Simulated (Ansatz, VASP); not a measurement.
# Cross-check of GaP between VASP and Ansatz, part 2 of 2

Aim: how closely do two programs agree when they are given the same cell, functional and k mesh? The cell is taken from a series of runs on this material, whose earlier steps may have relaxed, scaled, displaced or heated it; both programs get it as it stands.

VASP 6.6.1 and Ansatz 0.2.0.

So far. Step 2 (VASP: single point, HSE06): The run ends at a pressure of 3.14 GPa.

## 3. Ansatz: single point, HSE06

Level of this step: Ansatz beside VASP: Kohn-Sham DFT, plane waves, HSE06 (Ansatz).

Ansatz runs on its PAW soft_1 files.

The same cell, functional, mesh and smearing now go to Ansatz.

The input, input.yaml:

```yaml
crystal:
  lattice:
    - [3.76898102, 0.0, 0.0]
    - [0.0, 3.76898102, 0.0]
    - [0.0, 0.0, 5.5332123895]
  atoms:
    - { symbol: Ga, position: [0.0, 0.0, 0.0] }
    - { symbol: Ga, position: [0.5, 0.5, 0.5] }
    - { symbol: P, position: [0.5, 0.0, 0.75] }
    - { symbol: P, position: [0.0, 0.5, 0.25] }
kpoints:
  mp_grid: { grid: [5, 5, 4] }
scf:
  occupations: { method: fermi_dirac, width: 0.02 }
hamiltonian:
  xc: hse06
  pseudopotentials: { kind: paw, azcp: { folder: soft_1 } }
basis:
  ecutwfc: 600
output:
  forces: true
  stress: true
```

The run is started by

```sh
$ ansatz run input.yaml --threads 8 --pin off --max-ram 18432MiB --backend cpu --events-out ev --progress --plain --runs-dir out
```

Numbers of over 12 decimals in the logs are rounded to 6 here.

The log of the run:

```text
Warning: output.stress: scf.convergence.dr2_threshold = 1e-7 eV (the SCF's general default) is looser than the 4e-10 eV advised for a printed stress (1e-10 eV for each atom of the cell: 4). What an SCF threshold leaves in a stress goes as its square root, and in the free energy as the threshold itself, and one threshold admits the most on a small cell: [figures from the program's tests cut] Set scf.convergence.dr2_threshold to 4e-10 eV or tighter. The threshold is an SCF's pass mark: one that does not reach it within its budget of iterations ends unconverged, or closes short of it on a stop that the run arms, and scf.convergence.dr2_threshold's page says what that costs each kind of run
Warning: output.stress: scf.exx.energy_threshold = 1e-6 eV is looser than the 4e-8 eV advised for a stress under a hybrid functional (1e-8 eV for each atom of the cell: 4). Every SCF of the exchange loop can meet its threshold on dr2 while the loop round them stops early: no threshold on dr2 bounds what that leaves in the stress. Set scf.exx.energy_threshold to 4e-8 eV or tighter. The threshold is the loop's pass mark: a loop that does not reach it within its budget of cycles ends unconverged, and scf.exx.energy_threshold's page has the law
Engine: ansatz 0.2.0, aarch64-unknown-linux-gnu
Pseudopotentials: kind: paw
Pseudopotential: Ga, paw, valence charge 13, recommended cutoff 420 eV (normal), soft_1/Ga.paw.azcp
Pseudopotential: P, paw, valence charge 5, recommended cutoff 420 eV (normal), soft_1/P.paw.azcp
Functional definition: HSE06
  parameter a = 0.25
  parameter omega = 0.11/bohr
  exchange = pbe_x - a*pbe_x_sr(omega) + a*exact_x_sr(omega)
  correlation = pbe_c
Crystal: 4 atoms, lattice volume = 78.600 Å³
Basis set: ecut = 600 eV, 2631 PW (Γ), exchange–correlation on 64×64×90 points (8 copies of the dense FFT grid, shifted against one another)
Bands: 22, of which v1, the nominal top of the filled ones, is band 18 counted from 1 (17 counted from 0)
Symmetry: 16 space group operations
Space group: I-4m2 (ITA 119), of the structure as read, at distance tolerance 4.3e-5 Å
k-points: 18 of 100 (time reversal used)
Non-local potential: Ga, projectors of the file, l = 0: 2, l = 1: 2, l = 2: 3, l = 3: 1
Non-local potential: P, projectors of the file, l = 0: 2, l = 1: 2, l = 2: 1
PAW form: soft (Blöchl's): semilocal exchange-correlation on the pseudo side does not see the compensation charge
PAW frozen core: Ga, regenerated for the run's functional, and the local potential with it (the file was generated under x = pbe(κ = 0.804, μ = 0.219515), c = pbe(β = 0.066725))
PAW frozen core: P, regenerated for the run's functional, and the local potential with it (the file was generated under x = pbe(κ = 0.804, μ = 0.219515), c = pbe(β = 0.066725))
PAW one-centre angular grid: Ga, 590 points (default); XC on 64 Gauss nodes
PAW one-centre angular grid: P, 110 points (default); XC on 64 Gauss nodes
Initial density: superposition of atomic densities (chi_scale 0.1, normalization cell, long waves kept (reshape's long-wave potential 0.00 eV rms))
Initial wavefunctions: pseudopotential atomic-orbital guess
Functional: x = pbe(κ = 0.804, μ = 0.219515), c = pbe(β = 0.066725), warm-up for x = pbe(κ = 0.804, μ = 0.219515) + 0.25 (exact − pbe) at short range (hse, ω = 0.207870 Å⁻¹), c = pbe(β = 0.066725); HSE06 as pw.x's `hse` composes it (authors' and Libxc's form: `xc: wpbeh`)
SCF iter   1: F=—  HF=-9079.194624 eV  |F-HF|=—  |Δ(HF+E_count)|=         —  Δρ=4.55e-2  dr2=1.38e0  ethr=1.00e-1  ⟨swp⟩=5.2  Hψ=1200  notcnv=0
preconditioner: auto → none  [insulator: Δε(μ)=1.730 eV  Ē_g=13.918 eV  σ=0.020 eV  W_gap=1.00  n_scr=20 (ndim 8)  ℏωp=25.1 eV  f_vac=0.000  D(μ)=0.00/eV (n_scr^D=0)]
SCF iter   2: F=—  HF=-9079.010827 eV  |F-HF|=—  |Δ(HF+E_count)|=   1.84e-1  Δρ=2.42e-2  dr2=2.45e-1  ethr=3.82e-3  ⟨swp⟩=4.7  Hψ=1076  notcnv=0  defer=5
SCF iter   3: F=—  HF=-9079.012135 eV  |F-HF|=—  |Δ(HF+E_count)|=   1.31e-3  Δρ=6.08e-3  dr2=2.64e-2  ethr=6.81e-4  ⟨swp⟩=4.4  Hψ=1163  notcnv=0  defer=6
iter 4 solved again at ethr=5.07e-6 eV; its pass at ethr=7.32e-5 eV (dr2=1.83e-3 eV) is discarded
SCF iter   4: F=—  HF=-9078.999884 eV  |F-HF|=—  |Δ(HF+E_count)|=   1.23e-2  Δρ=2.57e-3  dr2=1.82e-3  ethr=5.07e-6  ⟨swp⟩=2.2  Hψ=2165  notcnv=0  defer=3
SCF iter   5: F=-9078.999300 eV  HF=-9078.999290 eV  |F-HF|=1.02e-5  |Δ(HF+E_count)|=   5.94e-4  Δρ=4.95e-4  dr2=8.97e-5  ethr=5.06e-6  ⟨swp⟩=4.1  Hψ=1151  notcnv=0  defer=1
SCF 1 stopped early in 5 iterations: F = -9078.999300 eV  dr2 = 8.97e-5
  greatest PAW one-centre occupation: 0.994 electrons in one spin orbital (limit 2), on the Ga atom at site 1 (counted from 0), in its partial waves of l = 2
Initial density: handed on by an earlier stage of this run
Initial wavefunctions: those handed on with the density
Functional: x = pbe(κ = 0.804, μ = 0.219515) + 0.25 (exact − pbe) at short range (hse, ω = 0.207870 Å⁻¹), c = pbe(β = 0.066725); HSE06 as pw.x's `hse` composes it (authors' and Libxc's form: `xc: wpbeh`)
Exchange kernel: α = 0.2500, screened, ω = 0.2079 Å⁻¹, Wigner–Seitz truncation, v(0) = 1044.7989 eV·Å³, q-mesh 5×5×4, nearest image of the exchange supercell L = 18.84 Å, pair-density grid 20×20×30, without the augmentation charges, whose exchange is taken in its separable form by FFT convolution over the k-point mesh (sized by the pseudopotential files, 30×30×45 at the most), smooth part of the exact exchange by density-matrix convolution
Frozen-core exchange: fock
SCF iter   1: F=—  HF=-9081.172982 eV  |F-HF|=—  |Δ(HF+E_count)|=         —  Δρ=1.49e-2  dr2=7.04e-2  ethr=2.49e-6  ⟨swp⟩=7.9  Hψ=2165  notcnv=0
preconditioner: auto → none  [insulator: Δε(μ)=2.002 eV  Ē_g=16.745 eV  σ=0.020 eV  W_gap=1.00  n_scr=20 (ndim 8)  ℏωp=25.1 eV  f_vac=0.005  D(μ)=0.00/eV (n_scr^D=0)]
SCF iter   2: F=—  HF=-9081.144193 eV  |F-HF|=—  |Δ(HF+E_count)|=   2.88e-2  Δρ=2.55e-3  dr2=5.53e-3  ethr=2.49e-6  ⟨swp⟩=5.0  Hψ=1691  notcnv=0
SCF iter   3: F=—  HF=-9081.159481 eV  |F-HF|=—  |Δ(HF+E_count)|=   1.53e-2  Δρ=2.72e-3  dr2=2.47e-3  ethr=2.49e-6  ⟨swp⟩=4.5  Hψ=1556  notcnv=0  defer=1
SCF iter   4: F=—  HF=-9081.159028 eV  |F-HF|=—  |Δ(HF+E_count)|=   4.53e-4  Δρ=6.89e-4  dr2=1.97e-4  ethr=2.49e-6  ⟨swp⟩=3.0  Hψ=960  notcnv=0
SCF iter   5: F=—  HF=-9081.159371 eV  |F-HF|=—  |Δ(HF+E_count)|=   3.44e-4  Δρ=2.43e-4  dr2=2.52e-5  ethr=4.54e-7  ⟨swp⟩=4.2  Hψ=997  notcnv=0  defer=5
SCF iter   6: F=-9081.159359 eV  HF=-9081.159359 eV  |F-HF|=1.21e-7  |Δ(HF+E_count)|=   1.23e-5  Δρ=2.65e-5  dr2=3.77e-6  ethr=6.04e-8  ⟨swp⟩=4.0  Hψ=1144  notcnv=0
SCF 2 stopped early in 6 iterations: F = -9081.159359 eV  dr2 = 3.77e-6
hybrid outer 1: dexx = +1.749e-2 eV, tail = 9.00e-5 eV
Exchange kernel: α = 0.2500, screened, ω = 0.2079 Å⁻¹, Wigner–Seitz truncation, v(0) = 1044.7989 eV·Å³, q-mesh 5×5×4, nearest image of the exchange supercell L = 18.84 Å, pair-density grid 20×20×30, without the augmentation charges, whose exchange is taken in its separable form by FFT convolution over the k-point mesh (sized by the pseudopotential files, 30×30×45 at the most), smooth part of the exact exchange by density-matrix convolution
Frozen-core exchange: fock
SCF iter   1: F=—  HF=-9081.158666 eV  |F-HF|=—  |Δ(HF+E_count)|=         —  Δρ=7.78e-5  dr2=4.71e-6  ethr=1.25e-6  ⟨swp⟩=5.1  Hψ=977  notcnv=0
preconditioner: auto → none  [insulator: Δε(μ)=2.041 eV  Ē_g=16.551 eV  σ=0.020 eV  W_gap=1.00  n_scr=20 (ndim 8)  ℏωp=25.1 eV  f_vac=0.006  D(μ)=0.00/eV (n_scr^D=0)]
SCF iter   2: F=—  HF=-9081.158666 eV  |F-HF|=—  |Δ(HF+E_count)|=   3.00e-7  Δρ=1.73e-5  dr2=6.24e-7  ethr=1.06e-8  ⟨swp⟩=4.1  Hψ=1237  notcnv=0
SCF iter   3: F=—  HF=-9081.158669 eV  |F-HF|=—  |Δ(HF+E_count)|=   3.36e-6  Δρ=2.03e-5  dr2=3.80e-7  ethr=5.59e-10  ⟨swp⟩=4.9  Hψ=1505  notcnv=0  defer=2
SCF iter   4: F=—  HF=-9081.158669 eV  |F-HF|=—  |Δ(HF+E_count)|=   1.28e-7  Δρ=2.40e-6  dr2=1.07e-7  ethr=5.59e-10  ⟨swp⟩=3.6  Hψ=888  notcnv=0
SCF iter   5: F=—  HF=-9081.158670 eV  |F-HF|=—  |Δ(HF+E_count)|=   4.10e-7  Δρ=3.00e-6  dr2=2.96e-8  ethr=9.83e-12  ⟨swp⟩=5.4  Hψ=1579  notcnv=0  defer=6
SCF iter   6: F=-9081.158670 eV  HF=-9081.158670 eV  |F-HF|=6.62e-10  |Δ(HF+E_count)|=   5.92e-8  Δρ=9.20e-7  dr2=3.78e-10  ethr=9.83e-12  ⟨swp⟩=4.3  Hψ=1082  notcnv=0  defer=8
SCF 3 converged in 6 iterations: F = -9081.158670 eV  dr2 = 3.78e-10
  Residual-converged pass: ⟨swp⟩=2.8  Hψ=765  notcnv=0  max |occ|·‖R‖ = 2.4e-6 eV (tolerance 2.4e-6 eV)  dr2=3.82e-10  dr2_onsite=5.85e-10  max |Δocc| = 0.0e0
hybrid outer 2: dexx = +3.484e-6 eV, tail = 6.90e-8 eV, Δε = 2.70e-3 eV (about 9.13e-5 eV left of the loop's levels)
hybrid SCF converged: 2 outer / 12 inner (+5 warm-up), last move |dexx| = 3.48e-6 eV, tail = 6.90e-8 eV
Stability not checked: this state was not tested for a lower state beside it, because the functional holds exact exchange (a hybrid, or Hartree-Fock), whose exchange loop this test does not read (fock_operator; see scf.lower_state_search)
Free energy (F): -9081.158669 eV
Frozen-core exchange: fock
Harris-Foulkes:  -9081.158669 eV  (|F-HF|=6.62e-10)
Internal energy: -9081.158669 eV  (E = F + TS)
E sigma→0 (E₀):  -9081.158669 eV
Fermi energy:    8.104109 eV
--- Per-component energies (eV) ---
  E_band       = -180.580489
  E_kinetic    = 361.476556
  E_local      = -3317.678970  (includes V_loc(G=0)·N_el)
  E_nonlocal   = -118.365669
  E_hartree    = 2027.050330
  E_xc         = -220.727667
  E_vxc        = -189.865913  (∫ρ·V_xc dr)
  E_exx        = -112.742370  (= α·E_x^exact, valence–valence)
  E_paw        = -5048.548071  (= ΣΔE_a)
  E_vpaw       = -744.761183  (= ΣTr[D̂ρ^β])
  E_aug_tail   = -0.000029  (compensation charges beyond the density's cutoff)
  E_ewald      = -2651.695975
  E_core_change = 0.073197  (= ΣΔE_core)
  E_smearing   = -0.000000  (= −TS)
  E_closure    = -0.000001  (closes the sum)
  Σ components = -9081.158669   (vs F -9081.158669, Δ=0.00e0)
--- Forces (eV/Å), atoms counted from 1 ---
  atom   1  Ga     0.00000000    -0.00000000    -0.00000000
  atom   2  Ga     0.00000000    -0.00000000    -0.00000000
  atom   3  P      0.00000000    -0.00000000    -0.00000000
  atom   4  P      0.00000000    -0.00000000    -0.00000000
  max |Σ_I F_I| component: 4.79e-16 eV/Å
--- Stress (GPa, compression-positive) ---
        4.810537       0.000000       0.000000
        0.000000       4.810537      -0.000000
        0.000000      -0.000000       1.217957
  P = ⅓ Tr σ = 3.6130 GPa (36.130 kbar)
--- Band table (eV; the first three rows and the last of 18) ---
  k-point 0: bands = [... 14 lower, 4.1650, 6.8555, 7.0900, 7.0900, 9.4327, 9.8103]
  k-point 1: bands = [... 14 lower, 4.4514, 5.3156, 6.3954, 6.3954, 9.5289, 10.4137]
  k-point 2: bands = [... 14 lower, 5.2640, 5.2640, 5.2640, 5.2640, 10.1313, 10.1313]
  k-point 17: bands = [... 14 lower, 2.6712, 2.6712, 4.0927, 4.0927, 11.4857, 11.4857]
  guard bands above this table: 2 of the run's 22 bands. The solve was not asked for them (output.publish_guard_bands: true or output.eigenvalues: true publishes all)
```

Reading the cycles: dr2 is the Hartree energy of the density residual (eV), the measure of convergence; HF is the Harris–Foulkes estimate of the energy, which meets the free energy F at convergence.

The run ends at a pressure of 3.61 GPa.

## 4. Side by side

Known differences besides the potentials themselves: exact exchange at q = 0 is treated differently, which shows on coarse meshes; VASP keeps PBE cores, Ansatz makes them for the functional; the cutoff is 600 eV in Ansatz and 400 eV in VASP; VASP takes a coarser grid for exact exchange (PRECFOCK = Fast). Total energies have different zeros and are not compared.

Both answers:

```csv
quantity,Ansatz,VASP,difference
pressure (GPa),3.61,3.14,+0.48
gap on the k mesh (eV),2.042,2.043,-0.001
```

A gap on the mesh is an upper bound, since the band edges may lie between its points.

## 5. Summary of results

| Quantity | Value |
| --- | --- |
| difference in gap on the k mesh (single point, HSE06) | -6.0e-4 eV |

What this shows: The difference in gap on the k mesh is -6.0e-4 eV (single point, HSE06), within the 0.08 eV picked in this series as the mark of a large difference. Such differences can come from data sets, numerical settings and the points named under the comparisons, not from the functional's error against experiment.

[Lines on the potential files, build, host, timing and source positions are cut from VASP's logs without a mark.]

[Logs are printed without paths, hosts, clocks, repeated set-up lines and the standing remarks that a program may print on its own settings, such as how far it seeks lower states.]

[Hosts, paths, dates, database ids (printed as entryN), source tags and the programs' standing remarks are cut or masked in the printed files.]
